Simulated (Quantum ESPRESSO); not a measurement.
## Al2Au under changes of volume

One of the cells (18.000 Å³/atom); the others are scaled copies at fixed shape and fractional positions:

```
Au Al
1.0
     0.00000    3.00000    3.00000
     3.00000    0.00000    3.00000
     3.00000    3.00000    0.00000
Au Al
1 2
Direct
  0.00000 0.00000 0.00000
  0.75000 0.75000 0.75000
  0.25000 0.25000 0.25000
```

| Quantity | Value |
| --- | --- |
| Program | Quantum ESPRESSO 7.5 |
| Functional | PBE |
| Potentials or basis | SSSP 1.3 efficiency PBE |
| Cutoff | 816 eV |
| Density cutoff | 5987 eV |
| k mesh | 8 × 8 × 8 |
| Occupations | fermi-dirac, width 0.05 eV |
| Spin | no spin polarisation |

```tsv
volume (Å³/atom)	energy over the lowest point (meV/atom)	pressure (GPa)
16.920	52.24	11.7
17.280	?	?
17.640	14.01	5.6
18.000	4.32	3.1
18.360	0.00	0.8
18.720	0.43	-1.2
19.080	5.07	-3.0
```

Question: What does the run at 17.280 Å³/atom give?

Answer: Energy over the lowest point 29.72 meV/atom; pressure 8.5 GPa.

Worked out: A Birch-Murnaghan fit of order 3 (a polynomial in V^(-2/3)) to the other rows has its minimum at 18.50 Å³/atom with B0 = V·E''(V) = 104 GPa and B' = 5.1. It gives 29.72 meV/atom at 17.280 Å³/atom, against the run's 29.72, and -dE/dV = 8.4 GPa, against 8.5.

Energies are extrapolated to zero smearing.
